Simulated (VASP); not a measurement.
# MnS (R-3m) in VASP: a series of runs

One crystal, MnS, is run at these levels: r2SCAN, MS2; tasks: relaxation of cell and atoms.

Program: VASP 6.6.1. These are calculated values, not measurements. Logs are shortened: lines on timing, memory, paths and dates and some standing lists are left out, and cuts for length are marked.

**1. The crystal as given**

It takes space group R-3m (No. 166, trigonal). Conventional cell: a = 3.660 Å, b = 3.660 Å, c = 8.913 Å, α = 90.00°, β = 90.00°, γ = 120.00°. Mn (site symmetry -3m) is surrounded by 6 S at 2.58 Å. S (site symmetry -3m) is surrounded by 6 Mn at 2.58 Å.

The cell is a database's computed one.

**2. Relaxation of cell and atoms, r2SCAN, collinear spin, ferromagnetic start**

INCAR

```
PREC     = Accurate       # precision mode
ENCUT    = 600            # plane-wave cutoff, eV
EDIFF    = 1E-6           # SCF threshold, eV
ISMEAR   = 0              # smearing method
SIGMA    = 0.05           # smearing width, eV
LREAL    = False          # projectors in reciprocal space
LASPH    = True           # aspherical terms in the spheres
NELM     = 100            # most SCF steps
ALGO     = Normal         # electronic algorithm
ISIF     = 3              # what is computed and relaxed
LWAVE    = False          # write WAVECAR
LCHARG   = False          # write CHGCAR
ISPIN    = 2              # spin polarisation
MAGMOM   = 4 0            # initial moments
LORBIT   = 11             # projections on sites
LMAXMIX  = 4              # l up to which the mixer works
METAGGA  = R2SCAN         # meta-GGA
LMIXTAU  = True         
IBRION   = 2              # ionic algorithm
NSW      = 60             # ionic steps
EDIFFG   = -0.02          # ionic threshold
```

KPOINTS

```
regular mesh
0
Gamma
  9 9 9
```

POSCAR

```
MnS
1.0
    1.8299960138      1.0565486912      2.9709202777
   -1.8299960138      1.0565486912      2.9709202777
    0.0000000000     -2.1130973823      2.9709202777
Mn S
1 1
Direct
    0.0000000000      0.0000000000      0.0000000000
    0.5000000000      0.5000000000      0.5000000000
```

Potentials or basis: VASP PAW PBE potentials, release 64 (Mn_pv, S).

On the command line:

```bash
$ cat potpaw_PBE.64/Mn_pv/POTCAR potpaw_PBE.64/S/POTCAR > POTCAR
$ mpirun -np 1 vasp_std > vasp.out
```

OUTCAR:

```text
PREC = Accurate
   ENCUT = 600
   EDIFF = 1E-6
   ISMEAR = 0
   LREAL = False
   LASPH = True
   NELM = 100
   ISIF = 3
   ISPIN = 2
   LORBIT = 11
   METAGGA = R2SCAN
   IBRION = 2
   NSW = 60
   EDIFFG = -0.02

 ion  position               nearest neighbor table
   1  0.000  0.000  0.000-   2 2.58   2 2.58   2 2.58   2 2.58   2 2.58   2 2.58
   2  0.500  0.500  0.500-   1 2.58   1 2.58   1 2.58   1 2.58   1 2.58   1 2.58

  LATTYP: Found a trigonal (rhomboedric) cell.
 ALAT       =     3.6457575130
 COS(alpha) =     0.4960879726

  Lattice vectors:

 A1 = (   1.8299960138,   1.0565486912,   2.9709202777)
 A2 = (  -1.8299960138,   1.0565486912,   2.9709202777)
 A3 = (   0.0000000000,  -2.1130973823,   2.9709202777)

Analysis of symmetry for initial positions (statically):
=====================================================================
 Subroutine PRICEL returns:
 Original cell was already a primitive cell.

 Routine SETGRP: Setting up the symmetry group for a
 trigonal (rhombohedral) supercell.

 Subroutine GETGRP returns: Found 12 space group operations
 (whereof 12 operations were pure point group operations)
 out of a pool of 12 trial point group operations.

The static configuration has the point symmetry D_3d.

Analysis of symmetry for dynamics (positions and initial velocities):
=====================================================================
 Subroutine PRICEL returns:
 Original cell was already a primitive cell.

 Routine SETGRP: Setting up the symmetry group for a
 trigonal (rhombohedral) supercell.

 Subroutine GETGRP returns: Found 12 space group operations
 (whereof 12 operations were pure point group operations)
 out of a pool of 12 trial point group operations.

The dynamic configuration has the point symmetry D_3d.

Analysis of structural, dynamic, and magnetic symmetry:
=====================================================================
 Subroutine PRICEL returns:
 Original cell was already a primitive cell.

 Routine SETGRP: Setting up the symmetry group for a
 trigonal (rhombohedral) supercell.

 Subroutine GETGRP returns: Found 12 space group operations
 (whereof 12 operations were pure point group operations)
 out of a pool of 12 trial point group operations.

The overall configuration has the point symmetry D_3d.

 Subroutine INISYM returns: Found 12 space group operations
 (whereof 12 operations are pure point group operations),
 and found     1 'primitive' translations

----------------------------------------------------------------------------------------

                                     Primitive cell

  volume of cell :      34.4653

  direct lattice vectors                    reciprocal lattice vectors
     1.829996014  1.056548691  2.970920278     0.273224639  0.157746319  0.112198680
    -1.829996014  1.056548691  2.970920278    -0.273224639  0.157746319  0.112198680
     0.000000000 -2.113097382  2.970920278     0.000000000 -0.315492638  0.112198680

  length of vectors
     3.645757513  3.645757513  3.645757513     0.334849441  0.334849441  0.334849441

  position of ions in fractional coordinates (direct lattice)
     0.000000000  0.000000000  0.000000000
     0.500000000  0.500000000  0.500000000

  ion indices of the primitive-cell ions
   primitive index   ion index
                 1           1
                 2           2

----------------------------------------------------------------------------------------

 KPOINTS: regular mesh

Automatic generation of k-mesh.
 Grid dimensions read from file:
 generate k-points for:    9    9    9

 Generating k-lattice:

  Cartesian coordinates                     Fractional coordinates (reciprocal lattice)
     0.030358293  0.017527369  0.012466520     0.111111111  0.000000000  0.000000000
    -0.030358293  0.017527369  0.012466520     0.000000000  0.111111111  0.000000000
     0.000000000 -0.035054738  0.012466520     0.000000000  0.000000000  0.111111111

  Length of vectors
     0.037205493  0.037205493  0.037205493

  Shift w.r.t. Gamma in fractional coordinates (k-lattice)
     0.000000000  0.000000000  0.000000000

 Subroutine IBZKPT returns following result:
 ===========================================

 Found     85 irreducible k-points:

 Following reciprocal coordinates:
            Coordinates               Weight
  0.000000  0.000000  0.000000      1.000000
  0.111111 -0.000000 -0.000000      6.000000
  0.222222  0.000000 -0.000000      6.000000
  0.333333 -0.000000 -0.000000      6.000000
  0.444444  0.000000 -0.000000      6.000000
  0.111111  0.111111 -0.000000      6.000000
[... 16 lines left out ...]
 -0.333333  0.333333  0.000000      6.000000
  0.444444  0.444444 -0.000000      6.000000
 [... further k-points ...]
   k-points           NKPTS =     85   k-points in BZ     NKDIM =     85   number of bands    NBANDS=     15
   number of dos      NEDOS =    301   number of ions     NIONS =      2
   total plane-waves  NPLWV =  27000
   dimension x,y,z NGX =    30 NGY =   30 NGZ =   30
   dimension x,y,z NGXF=    60 NGYF=   60 NGZF=   60
   ions per type =               1   1
   NGX,Y,Z   is equivalent  to a cutoff of  13.68, 13.68, 13.68 a.u.
   NGXF,Y,Z  is equivalent  to a cutoff of  27.36, 27.36, 27.36 a.u.
 SYSTEM =  unknown system
   PREC   = accura    normal or accurate (medium, high low for compatibility)
   ISTART =      0    job   : 0-new  1-cont  2-samecut
   ICHARG =      2    charge: 1-file 2-atom 10-const
   ISPIN  =      2    spin polarized calculation?
   LNONCOLLINEAR =      F non collinear calculations
   LSORBIT =      F    spin-orbit coupling
   LASPH  =      T    aspherical Exc in radial PAW
   ENCUT  =  600.0 eV  44.10 Ry    6.64 a.u.   7.28  7.28  7.28*2*pi/ulx,y,z
   NELM   =    100;   NELMIN=  2; NELMDL= -5     # of ELM steps
   EDIFF  = 0.1E-05   stopping-criterion for ELM
   LREAL  =      F    real-space projection
   EDIFFG = -.2E-01   stopping-criterion for IOM
   NSW    =     60    number of steps for IOM
   IBRION =      2    ionic relax: 0-MD 1-quasi-New 2-CG
   NFREE  =      1    steps in history (QN), initial steepest desc. (CG)
   ISIF   =      3    stress and relaxation
   ISYM   =      2    0-nonsym 1-usesym 2-fastsym
   POTIM  = 0.5000    time-step for ionic-motion
   TEBEG  =    0.0;   TEEND  =   0.0 temperature during run
   PSTRESS=    0.0 pullay stress
   NELECT =      19.0000    total number of electrons
   NUPDOWN=      -1.0000    fix difference up-down
   EMIN   =  10.00;   EMAX   =-10.00  energy-range for DOS
   EFERMI =   0.00;   METHOD = LEGACY
   ISMEAR =     0;   SIGMA  =   0.05  broadening in eV -4-tet -1-fermi 0-gaus
   EFERMI_NEDOS =   21; number of points for ismear=-14 and -15
   IALGO  =     38    algorithm
   IMIX   =      4    mixing-type and parameters
     AMIX     =   0.40;   BMIX     =  1.00
     AMIX_MAG =   1.60;   BMIX_MAG =  1.00
  volume/ion in A,a.u.               =      17.23       116.29
  Fermi-wavevector in a.u.,A,eV,Ry     =   1.342349  2.536672 24.516344  1.801900
  Thomas-Fermi vector in A             =   2.470510
   LORBIT       =     11    0 simple, 1 ext, 2 COOP (PROOUT), +10 PAW based schemes
   METAGGA = R2SCAN    functional components
   LHFCALC =     F    Hartree Fock is set to
   AEXX    =    0.0000 exact exchange contribution
   IVDW    =     0    specifies the selected vdW correction
   LEPSILON=     F    determine dielectric tensor
   LRPA    =     F    only Hartree local field effects (RPA)
 conjugate gradient relaxation of ions
 spin polarized calculation
 Gauss-broadening in eV      SIGMA  =   0.05
  energy-cutoff  :      600.00
  volume of cell :       34.47
 maximum number of plane-waves:      1173
 NGX is ok and might be reduce to    30
   NGX = 15   NGY = 15   NGZ = 15

--------------------------------------- Ionic step        1  -------------------------------------------

 number of electron      19.0000011 magnetization       4.9585121

 Free energy of the ion-electron system (eV)
  ---------------------------------------------------
  ext. energy  EPLUGINS =         0.00000000
  ---------------------------------------------------
  free energy    TOTEN  =       -24.86740950 eV

  energy without entropy =      -24.86637404  energy(sigma->0) =      -24.86689177

------------------------ aborting loop because EDIFF is reached ----------------------------------------

  FORCE on cell =-STRESS in cart. coord.  units (eV):
  Direction    XX          YY          ZZ          XY          YZ          ZX
  --------------------------------------------------------------------------------------
  -------------------------------------------------------------------------------------
  Total        0.5013687      0.5013687      0.6220229     -0.0000000      0.0000000      0.0000000
  in kB       23.3069728     23.3069728     28.9157870     -0.0000000      0.0000000      0.0000000
  external PRESSURE =      25.1765775 kB  Pullay stress =       0.0000000 kB
[... 93 lines left out ...]
  energy  without entropy=      -24.8757774966  energy(sigma->0) =      -24.87601075

--------------------------------------- Ionic step        4  -------------------------------------------

 number of electron      19.0000005 magnetization       4.9836351

 Free energy of the ion-electron system (eV)
  ---------------------------------------------------
  ext. energy  EPLUGINS =         0.00000000
  ---------------------------------------------------
  free energy    TOTEN  =       -24.87630975 eV

  energy without entropy =      -24.87584320  energy(sigma->0) =      -24.87607648

 E-fermi :   6.5573     XC(G=0): -11.1814

 val. band max:        6.5230283018   @ k =   0.4444   0.0000  -0.0000
 cond. band min:       6.7226006776   @ k =   0.3333   0.3333  -0.0000
 fundamental gap:      0.1995723758
 Fermi energy:         6.5573280403

 spin component 1

 k-point     1 :       0.0000    0.0000    0.0000
  band No.  band energies     occupation
      1     -46.6990      1.00000
      2     -46.6986      1.00000
      3     -46.6986      1.00000
      4      -8.6284      1.00000
      5       2.5187      1.00000
      6       2.5187      1.00000
      7       2.5219      1.00000
      8       2.5940      1.00000
      9       2.5940      1.00000
     10       4.5250      1.00000
     11       4.5250      1.00000
     12       4.5403      1.00000
     13       8.6229      0.00000
     14      15.3712      0.00000
     15      15.3712      0.00000
[... 399 lines left out ...]
      1     -46.7052      1.00000
      2     -46.7016      1.00000
      3     -46.7013      1.00000
      4      -7.2106      1.00000
      5       0.3985      1.00000
      6       2.0884      1.00000
      7       2.7463      1.00000
      8       2.7556      1.00000
      9       2.8108      1.00000
     10       3.2832      1.00000
     11       3.2880      1.00000
     12       3.7445      1.00000
     13       7.6664      0.00000
     14      12.1499      0.00000
     15      17.0751      0.00000

 [... further k-points ...]

 spin component 2

 k-point     1 :       0.0000    0.0000    0.0000
  band No.  band energies     occupation
      1     -40.4374      1.00000
      2     -40.4370      1.00000
      3     -40.4370      1.00000
      4      -8.2724      1.00000
      5       4.8593      1.00000
      6       4.8593      1.00000
      7       4.8754      1.00000
      8       7.6964      0.00000
      9       7.6964      0.00000
     10       7.7026      0.00000
     11       7.7026      0.00000
     12       7.7057      0.00000
     13      10.1782      0.00000
     14      16.7919      0.00000
     15      16.7919      0.00000
[... 443 lines left out ...]
  FREE ENERGIE OF THE ION-ELECTRON SYSTEM (eV)
  ---------------------------------------------------
  free  energy   TOTEN  =       -24.8763097537 eV

  energy  without entropy=      -24.8758431981  energy(sigma->0) =      -24.87607648

 reached required accuracy - stopping structural energy minimisation

 total charge

# of ion       s       p       d       tot
------------------------------------------
    1        0.218   6.159   4.896  11.273
    2        1.310   2.476   0.000   3.787
--------------------------------------------------
tot          1.528   8.636   4.896  15.060

 magnetization (x)

# of ion       s       p       d       tot
------------------------------------------
    1        0.051   0.037   4.413   4.500
    2        0.029   0.108   0.000   0.137
--------------------------------------------------
tot          0.080   0.145   4.413   4.638
```

It took 23 min on 1 thread of Intel Xeon Platinum 8375C at 2.90GHz (Ice Lake), shared host; peak memory 0.26 GiB.

Results:

* Free energy: -24.8763 eV
* Relaxed volume: 17.78 Å³/atom
* Relaxed cell: a = 3.689 Å, b = 3.689 Å, c = 3.689 Å, α = 60.08°, β = 60.08°, γ = 60.08°
* Space group after relaxing (to 0.05 Å): Fm-3m (No. 225)
* Energy gained by relaxing: 4.5 meV/atom
* Ionic steps: 4
* Pressure after relaxing: 0.0 GPa
* Band gap on the k mesh: none (metal or under the smearing width)
* Net moment: 4.98 μB per cell
* Site moments: Mn +4.50; S +0.14 μB
* Valence electrons inside the program's atomic spheres: Mn 11.27; S 3.79

Stress tensor (GPa, compression positive):
```
-0.06  0.00  0.00
 0.00 -0.06  0.00
 0.00  0.00  0.11
```

Step by step:
```tsv
step	energy change (eV)	largest force (eV/Å)	pressure (GPa)	volume (Å³)
1	0.0000	0.0000	2.52	34.47
2	-0.0082	0.0000	-0.64	35.83
3	-0.0088	0.0000	-0.02	35.56
4	-0.0089	0.0000	0.00	35.56
```

Final structure:
```cif
data_structure
_symmetry_space_group_name_H-M 'P 1'
_symmetry_Int_Tables_number 1
_cell_length_a 3.6889
_cell_length_b 3.6889
_cell_length_c 3.6889
_cell_angle_alpha 60.079
_cell_angle_beta 60.079
_cell_angle_gamma 60.079
_cell_volume 35.56
loop_
_atom_site_label
_atom_site_type_symbol
_atom_site_fract_x
_atom_site_fract_y
_atom_site_fract_z
_atom_site_occupancy
Mn1 Mn 0.00000 0.00000 0.00000 1
S1 S 0.50000 0.50000 0.50000 1
```

Levels at points of the mesh, in eV from the Fermi level:
Spin up:
| k point | band 9 | band 10 | band 11 | band 12 | band 13 | band 14 | band 15 |
| --- | --- | --- | --- | --- | --- | --- | --- |
| (0.00, 0.00, 0.00) | -3.96 | -2.03 | -2.03 | -2.02 | 2.07 | 8.81 | 8.81 |
Spin down:
```tsv
k point	band 3	band 4	band 5	band 6	band 7	band 8	band 9	band 10	band 11	band 12
(0.00, 0.00, 0.00)	-46.99	-14.83	-1.70	-1.70	-1.68	1.14	1.14	1.15	1.15	1.15
```

Caveat: the PAW data sets were made with another functional, which shifts forces and pressure a little; a cell with one magnetic atom can't hold antiferromagnetic order, which such compounds often take; semilocal functionals often make such compounds metallic where correlation or magnetic order opens a gap, which also shifts bond lengths.

(Part 1 of 2 ends here.)
